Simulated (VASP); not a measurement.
# SnSe in VASP: further runs

One slab, SnSe, is run at these levels: HSE06; tasks: single point.

All numbers are computed with VASP 6.6.1; they aren't measurements. Logs are shortened: lines on timing, memory, paths and dates and some standing lists are left out, and cuts for length are marked.

## Step 1: The structure

The cell holds a slab with vacuum, 4 atoms: a = 4.285 Å, b = 4.285 Å, c = 10.991 Å, α = 90.00°, β = 90.00°, γ = 90.00°.

## Step 2: Single point, HSE06

Input file POSCAR:

```
SnSe
1.0
    4.2853274191      0.0000000000      0.0000000000
    0.0000000000      4.2853274191      0.0000000000
    0.0000000000      0.0000000000     10.9906921300
Sn Se
2 2
Direct
    0.0000000000      0.5000000000      0.6277708900
    0.5000000000      0.0000000000      0.3722291100
    0.0000000000      0.5000000000      0.3839605100
    0.5000000000      0.0000000000      0.6160394900
```

Input file INCAR.step1:

```
SYSTEM = SnSe
  PREC = Accurate
  ENCUT = 500
  EDIFF = 1E-5
  ISMEAR = 0
  SIGMA = 0.01
  LREAL = .False.
  LASPH = .True.
  NELM = 100
  ALGO = Normal
  ISIF = 2
  LWAVE = .True.
  LCHARG = .False.
  NKRED = 1
  NBANDS = 28
  GGA = PE
```

Input file INCAR.step2:

```
SYSTEM = SnSe
  PREC = Accurate
  ENCUT = 500
  EDIFF = 1E-6
  ISMEAR = 0
  SIGMA = 0.01
  LREAL = .False.
  LASPH = .True.
  NELM = 100
  ALGO = Normal
  ISIF = 2
  LWAVE = .False.
  LCHARG = .False.
  GGA = PE
  LHFCALC = .True.
  HFSCREEN = 0.2
  PRECFOCK = Fast
  NKRED = 1
  NBANDS = 28
  ISTART = 1
```

Input file KPOINTS:

```
Automatic mesh
0
Gamma
  2 2 1
  0 0 0
```

Potentials or basis: VASP PAW PBE potentials, release 64 (Sn_d, Se).

Started as:

```sh
$ cat potpaw_PBE.64/Sn_d/POTCAR potpaw_PBE.64/Se/POTCAR > POTCAR
$ cp INCAR.step1 INCAR
$ mpirun -np 1 vasp_std > vasp.out
$ cp INCAR.step2 INCAR
$ mpirun -np 1 vasp_std > vasp.out
```

OUTCAR:

```text
SYSTEM = SnSe
   PREC = Accurate
   ENCUT = 500
   EDIFF = 1E-6
   ISMEAR = 0
   LREAL = .False.
   LASPH = .True.
   NELM = 100
   ISIF = 2
   GGA = PE
   LHFCALC = .True.
   HFSCREEN = 0.2
   PRECFOCK = Fast
   NKRED = 1
   ISTART = 1

 Found      3 irreducible k-points:

 Following reciprocal coordinates:
            Coordinates               Weight
  0.000000  0.000000  0.000000      1.000000
  0.500000  0.000000  0.000000      2.000000
  0.500000  0.500000  0.000000      1.000000
   k-points           NKPTS =      3   k-points in BZ     NKDIM =      4   number of bands    NBANDS=     28
   number of dos      NEDOS =    301   number of ions     NIONS =      4
   total plane-waves  NPLWV =  81920
   dimension x,y,z NGX =    32 NGY =   32 NGZ =   80
   dimension x,y,z NGXF=    64 NGYF=   64 NGZF=  160
   ions per type =               2   2
   NGX,Y,Z   is equivalent  to a cutoff of  12.41, 12.41, 12.10 a.u.
   NGXF,Y,Z  is equivalent  to a cutoff of  24.83, 24.83, 24.20 a.u.
 SYSTEM =  SnSe
   PREC   = accura    normal or accurate (medium, high low for compatibility)
   ISTART =      1    job   : 0-new  1-cont  2-samecut
   ICHARG =      0    charge: 1-file 2-atom 10-const
   ISPIN  =      1    spin polarized calculation?
   LNONCOLLINEAR =      F non collinear calculations
   LSORBIT =      F    spin-orbit coupling
   LASPH  =      T    aspherical Exc in radial PAW
   ENCUT  =  500.0 eV  36.75 Ry    6.06 a.u.   7.81  7.81 20.04*2*pi/ulx,y,z
   NELM   =    100;   NELMIN=  2; NELMDL=  0     # of ELM steps
   EDIFF  = 0.1E-05   stopping-criterion for ELM
   LREAL  =      F    real-space projection
   EDIFFG = 0.1E-04   stopping-criterion for IOM
   NSW    =      0    number of steps for IOM
   IBRION =     -1    ionic relax: 0-MD 1-quasi-New 2-CG
   NFREE  =      0    steps in history (QN), initial steepest desc. (CG)
   ISIF   =      2    stress and relaxation
   ISYM   =      3    0-nonsym 1-usesym 2-fastsym
   POTIM  = 0.5000    time-step for ionic-motion
   TEBEG  =    0.0;   TEEND  =   0.0 temperature during run
   PSTRESS=    0.0 pullay stress
   NELECT =      40.0000    total number of electrons
   NUPDOWN=      -1.0000    fix difference up-down
   EMIN   =  10.00;   EMAX   =-10.00  energy-range for DOS
   EFERMI =   0.00;   METHOD = LEGACY
   ISMEAR =     0;   SIGMA  =   0.01  broadening in eV -4-tet -1-fermi 0-gaus
   EFERMI_NEDOS =   21; number of points for ismear=-14 and -15
   IALGO  =     38    algorithm
   IMIX   =      1    mixing-type and parameters
     AMIX     =   0.40;   BMIX     =  1.00
     AMIX_MAG =   1.60;   BMIX_MAG =  1.00
  volume/ion in A,a.u.               =      50.46       340.51
  Fermi-wavevector in a.u.,A,eV,Ry     =   0.954473  1.803693 12.395171  0.911019
  Thomas-Fermi vector in A             =   2.083223
   LORBIT       =      0    0 simple, 1 ext, 2 COOP (PROOUT), +10 PAW based schemes
   GGA     = PE    functional components
   LHFCALC =     T    Hartree Fock is set to
   PRECFOCK=fast      Normal, Fast or Accurate (Low or Medium for compatibility)
   ENCUT4O =  -1.0   cutoff for four orbital integrals eV
   NKREDX  =     1    reduce k-point grid by
   NKREDY  =     1    reduce k-point grid by
   NKREDZ  =     1    reduce k-point grid by
   AEXX    =    0.2500 exact exchange contribution
   HFSCREEN=    0.2000 screening length (either q_TF or 0.3 A-1)
   HFSCREENC=   0.2000 screening length for correlation (either q_TF or 0.3 A-1)
   ENCUTFOCK=  -1.0 apply spherical cutoff to Coloumb kernel
   IVDW    =     0    specifies the selected vdW correction
   LEPSILON=     F    determine dielectric tensor
   LRPA    =     F    only Hartree local field effects (RPA)
 non-spin polarized calculation
 Gauss-broadening in eV      SIGMA  =   0.01
  energy-cutoff  :      500.00
  volume of cell :      201.83
 maximum number of plane-waves:      5124
 NGX is ok and might be reduce to    32
  NGX = 18; NGY = 18; NGZ = 48

 number of electron      40.0000034 magnetization

 Free energy of the ion-electron system (eV)
  ---------------------------------------------------
  ext. energy  EPLUGINS =         0.00000000
  ---------------------------------------------------
  free energy    TOTEN  =       -18.85576145 eV

  energy without entropy =      -18.85576145  energy(sigma->0) =      -18.85576145

 E-fermi :   0.1624     XC(G=0):  -5.1143

 val. band max:        0.1024642005   @ k =   0.5000   0.0000   0.0000
 cond. band min:       2.4102135440   @ k =   0.5000   0.0000   0.0000
 fundamental gap:      2.3077493435
 Fermi energy:         0.1623828003

 k-point     1 :       0.0000    0.0000    0.0000
  band No.  band energies     occupation
      1     -23.0808      2.00000
      2     -23.0783      2.00000
      3     -23.0759      2.00000
      4     -23.0721      2.00000
      5     -23.0126      2.00000
      6     -22.9877      2.00000
[... 20 lines left out ...]
     27       6.7963      0.00000
     28       7.0121      0.00000

 k-point     2 :       0.5000    0.0000    0.0000
  band No.  band energies     occupation
      1     -23.0851      2.00000
      2     -23.0851      2.00000
      3     -23.0696      2.00000
      4     -23.0696      2.00000
      5     -22.9929      2.00000
      6     -22.9929      2.00000
[... 20 lines left out ...]
     27       6.4059      0.00000
     28       6.4059      0.00000

 k-point     3 :       0.5000    0.5000    0.0000
  band No.  band energies     occupation
      1     -23.1001      2.00000
      2     -23.1001      2.00000
      3     -23.0586      2.00000
      4     -23.0586      2.00000
      5     -22.9933      2.00000
      6     -22.9933      2.00000
[... 20 lines left out ...]
     27       7.7554      0.00000
     28       7.7554      0.00000

------------------------ aborting loop because EDIFF is reached ----------------------------------------

  FORCE on cell =-STRESS in cart. coord.  units (eV):
  Direction    XX          YY          ZZ          XY          YZ          ZX
  --------------------------------------------------------------------------------------
  -------------------------------------------------------------------------------------
  Total        2.1023123      2.1023123     -4.9134505      0.0000000      0.0000000      0.0000000
  in kB       16.6884023     16.6884023    -39.0035474      0.0000000      0.0000000      0.0000000
  external PRESSURE =      -1.8755809 kB  Pullay stress =       0.0000000 kB

 VOLUME and BASIS-vectors are now :
 -----------------------------------------------------------------------------
  energy-cutoff  :      500.00
  volume of cell :      201.83
      direct lattice vectors                 reciprocal lattice vectors
     4.285327419  0.000000000  0.000000000     0.233354398  0.000000000  0.000000000
     0.000000000  4.285327419  0.000000000     0.000000000  0.233354398  0.000000000
     0.000000000  0.000000000 10.990692130     0.000000000  0.000000000  0.090986081

 POSITION                                       TOTAL-FORCE (eV/Angst)
 -----------------------------------------------------------------------------------
      0.00000      2.14266      6.89964         0.000000      0.000000     -0.571456
      2.14266      0.00000      4.09106         0.000000      0.000000      0.571456
      0.00000      2.14266      4.21999         0.000000     -0.000000      1.210421
      2.14266      0.00000      6.77070         0.000000     -0.000000     -1.210421
 -----------------------------------------------------------------------------------
    total drift:                                0.000000      0.000000     -0.000001

  FREE ENERGIE OF THE ION-ELECTRON SYSTEM (eV)
  ---------------------------------------------------
  free  energy   TOTEN  =       -18.8557614544 eV

  energy  without entropy=      -18.8557614544  energy(sigma->0) =      -18.85576145
```

Run time: 51 s. Hardware: 1 thread of Intel Xeon 6975P-C (Granite Rapids), shared host; peak memory 0.37 GiB.

These settings aren't checked as converged: the numbers below hold their error.

What came out:

| Quantity | Value |
| --- | --- |
| Free energy | -18.8558 eV |
| Largest force | 1.210 eV/Å |
| Band gap on the k mesh | 2.31 eV, direct |

Caveat: the k mesh is coarse (spacing up to 0.73 Å⁻¹), so the values aren't converged, least of all with exact exchange; the PAW data sets were made with another functional, which shifts forces and pressure a little; spin-orbit coupling is left out, which moves the levels of the heavy elements.

## Step 3: Single point, HSE06

POSCAR is that of step 2.

Changes to INCAR.step1 since step 2:

```diff
@@ -2,3 +2,3 @@
   PREC = Accurate
-  ENCUT = 500
+  ENCUT = 350
   EDIFF = 1E-5
```

Changes to INCAR.step2 since step 2:

```diff
@@ -2,3 +2,3 @@
   PREC = Accurate
-  ENCUT = 500
+  ENCUT = 350
   EDIFF = 1E-6
@@ -16,3 +16,3 @@
   HFSCREEN = 0.2
-  PRECFOCK = Fast
+  PRECFOCK = Accurate
   NKRED = 1
```

Input file KPOINTS:

```
Automatic mesh
0
Gamma
  3 3 1
  0 0 0
```

Potentials or basis: VASP PAW PBE potentials, release 64 (Sn_d, Se).

Started as:

```sh
$ cat potpaw_PBE.64/Sn_d/POTCAR potpaw_PBE.64/Se/POTCAR > POTCAR
$ cp INCAR.step1 INCAR
$ mpirun -np 1 vasp_std > vasp.out
$ cp INCAR.step2 INCAR
$ mpirun -np 1 vasp_std > vasp.out
```

Run time: 3.6 min. Hardware: 1 thread of Intel Xeon 6975P-C (Granite Rapids), shared host; peak memory 0.38 GiB.

These settings aren't checked as converged: the numbers below hold their error.

What came out:

```
Free energy            : -19.5568 eV
Largest force          : 0.369 eV/Å
Band gap on the k mesh : 2.04 eV, direct
```

Caveat: the k mesh is coarse (spacing up to 0.49 Å⁻¹), so the values aren't converged, least of all with exact exchange; the PAW data sets were made with another functional, which shifts forces and pressure a little; spin-orbit coupling is left out, which moves the levels of the heavy elements.

## Step 4: Single point, HSE06

POSCAR is that of step 3.

Changes to INCAR.step1 since step 3:

```diff
@@ -2,3 +2,3 @@
   PREC = Accurate
-  ENCUT = 350
+  ENCUT = 400
   EDIFF = 1E-5
```

Changes to INCAR.step2 since step 3:

```diff
@@ -2,3 +2,3 @@
   PREC = Accurate
-  ENCUT = 350
+  ENCUT = 400
   EDIFF = 1E-6
@@ -16,3 +16,3 @@
   HFSCREEN = 0.2
-  PRECFOCK = Accurate
+  PRECFOCK = Fast
   NKRED = 1
```

Input file KPOINTS:

```
Automatic mesh
0
Gamma
  3 3 2
  0 0 0
```

Started as:

```sh
$ cat potpaw_PBE.64/Sn_d/POTCAR potpaw_PBE.64/Se/POTCAR > POTCAR
$ cp INCAR.step1 INCAR
$ mpirun -np 1 vasp_std > vasp.out
$ cp INCAR.step2 INCAR
$ mpirun -np 1 vasp_std > vasp.out
```

Run time: 2.3 min. Hardware: 1 thread of Intel Xeon 6975P-C (Granite Rapids), shared host; peak memory 0.35 GiB.

These settings aren't checked as converged: the numbers below hold their error.

Results:

* Free energy: -19.5455 eV
* Largest force: 0.365 eV/Å
* Band gap on the k mesh: 2.03 eV, direct

Caveat: the k mesh is coarse (spacing up to 0.49 Å⁻¹), so the values aren't converged, least of all with exact exchange; the PAW data sets were made with another functional, which shifts forces and pressure a little; spin-orbit coupling is left out, which moves the levels of the heavy elements.

## Step 5: Single point, HSE06

POSCAR is that of step 4.

INCAR.step1 is that of step 4.

INCAR.step2 is that of step 4.

Input file KPOINTS:

```
Automatic mesh
0
Gamma
  4 4 2
  0 0 0
```

Potentials or basis: VASP PAW PBE potentials, release 64 (Sn_d, Se).

Started as:

```sh
$ cat potpaw_PBE.64/Sn_d/POTCAR potpaw_PBE.64/Se/POTCAR > POTCAR
$ cp INCAR.step1 INCAR
$ mpirun -np 1 vasp_std > vasp.out
$ cp INCAR.step2 INCAR
$ mpirun -np 1 vasp_std > vasp.out
```

OUTCAR:

```text
SYSTEM = SnSe
   PREC = Accurate
   ENCUT = 400
   EDIFF = 1E-6
   ISMEAR = 0
   LREAL = .False.
   LASPH = .True.
   NELM = 100
   ISIF = 2
   GGA = PE
   LHFCALC = .True.
   HFSCREEN = 0.2
   PRECFOCK = Fast
   NKRED = 1
   ISTART = 1

 Found     12 irreducible k-points:

 Following reciprocal coordinates:
            Coordinates               Weight
  0.000000  0.000000  0.000000      1.000000
  0.250000  0.000000  0.000000      4.000000
[... 94 lines left out ...]
      6     -22.9025      2.00000
[... 175 lines left out ...]
     27       7.7439      0.00000
     28       7.7439      0.00000

 [... further k-points ...]
[... 5 lines left out ...]
  --------------------------------------------------------------------------------------
  -------------------------------------------------------------------------------------
  Total       -0.2495291     -0.2495291     -0.5395833      0.0000000      0.0000000      0.0000000
  in kB       -1.9807910     -1.9807910     -4.2832759      0.0000000      0.0000000      0.0000000
  external PRESSURE =      -2.7482860 kB  Pullay stress =       0.0000000 kB

 VOLUME and BASIS-vectors are now :
 -----------------------------------------------------------------------------
  energy-cutoff  :      400.00
  volume of cell :      201.83
      direct lattice vectors                 reciprocal lattice vectors
     4.285327419  0.000000000  0.000000000     0.233354398  0.000000000  0.000000000
     0.000000000  4.285327419  0.000000000     0.000000000  0.233354398  0.000000000
     0.000000000  0.000000000 10.990692130     0.000000000  0.000000000  0.090986081

 POSITION                                       TOTAL-FORCE (eV/Angst)
 -----------------------------------------------------------------------------------
      0.00000      2.14266      6.89964        -0.000000     -0.000000     -0.098669
      2.14266      0.00000      4.09106        -0.000000      0.000000      0.098669
      0.00000      2.14266      4.21999         0.000000     -0.000000      0.085453
      2.14266      0.00000      6.77070        -0.000000     -0.000000     -0.085453
 -----------------------------------------------------------------------------------
    total drift:                                0.000000      0.000000      0.000000

  FREE ENERGIE OF THE ION-ELECTRON SYSTEM (eV)
  ---------------------------------------------------
  free  energy   TOTEN  =       -19.5172855741 eV

  energy  without entropy=      -19.5172855741  energy(sigma->0) =      -19.51728557
```

OUTCAR.step1:

```text
SYSTEM = SnSe
   PREC = Accurate
   ENCUT = 400
   EDIFF = 1E-5
   ISMEAR = 0
   LREAL = .False.
   LASPH = .True.
   NELM = 100
[... 299 lines left out ...]
      2.14266      0.00000      4.09106         0.000000      0.000000     -0.107689
      0.00000      2.14266      4.21999        -0.000000      0.000000     -0.187925
      2.14266      0.00000      6.77070        -0.000000     -0.000000      0.187925
 -----------------------------------------------------------------------------------
    total drift:                                0.000000      0.000000      0.000000

  FREE ENERGIE OF THE ION-ELECTRON SYSTEM (eV)
  ---------------------------------------------------
  free  energy   TOTEN  =       -16.2854252885 eV

  energy  without entropy=      -16.2854252885  energy(sigma->0) =      -16.28542529
```

OSZICAR.step1:

```text
N       E                     dE             d eps       ncg     rms          rms(c)
DAV:   1     0.313701665684E+03    0.31370E+03   -0.16803E+04   720   0.125E+03
DAV:   2     0.231040752124E+02   -0.29060E+03   -0.28215E+03   744   0.325E+02
DAV:   3    -0.152488636411E+02   -0.38353E+02   -0.38030E+02   864   0.133E+02
DAV:   4    -0.167476433604E+02   -0.14988E+01   -0.14957E+01   800   0.291E+01
DAV:   5    -0.167902570997E+02   -0.42614E-01   -0.42611E-01   868   0.488E+00    0.456E+00
DAV:   6    -0.163225284082E+02    0.46773E+00   -0.10315E+00   900   0.518E+00    0.284E+00
DAV:   7    -0.163001340803E+02    0.22394E-01   -0.30164E-01   824   0.216E+00    0.123E+00
DAV:   8    -0.162891828463E+02    0.10951E-01   -0.32995E-02   792   0.117E+00    0.242E-01
DAV:   9    -0.162851881556E+02    0.39947E-02   -0.58488E-03   776   0.457E-01    0.123E-01
DAV:  10    -0.162833807917E+02    0.18074E-02   -0.33795E-03   732   0.207E-01    0.487E-02
DAV:  11    -0.162840942384E+02   -0.71345E-03   -0.12731E-03   732   0.127E-01    0.581E-02
DAV:  12    -0.162853571618E+02   -0.12629E-02   -0.47675E-04   588   0.917E-02    0.167E-02
DAV:  13    -0.162854211454E+02   -0.63984E-04   -0.40980E-05   572   0.391E-02    0.113E-02
DAV:  14    -0.162854252885E+02   -0.41431E-05   -0.15334E-05   596   0.213E-02
   1 F= -.16285425E+02 E0= -.16285425E+02  d E =-.102226E-13
```

Wall time 7.4 min (1 thread of Intel Xeon 6975P-C (Granite Rapids), shared host); peak memory 0.37 GiB.

The run converged, but some of its settings lie outside the range that counts as converged, so its numbers aren't taken as properties of the slab.

Results:

- Free energy: -19.5173 eV
- Largest force: 0.099 eV/Å
- Band gap on the k mesh: 2.18 eV, indirect (least direct gap 2.20 eV)

Caveat: the PAW data sets were made with another functional, which shifts forces and pressure a little; spin-orbit coupling is left out, which moves the levels of the heavy elements.

## Step 6: For comparison

An earlier run on the cell as given: functional PBE; potentials or basis VASP PAW PBE potentials, release 64 (Sn_d, Se); cutoff 520 eV; k mesh 6 × 6 × 3; occupations fermi-dirac, width 0.05 eV; no spin polarisation.

- Largest force: 0.265 eV/Å
- Band gap on the k mesh: 1.52 eV, direct
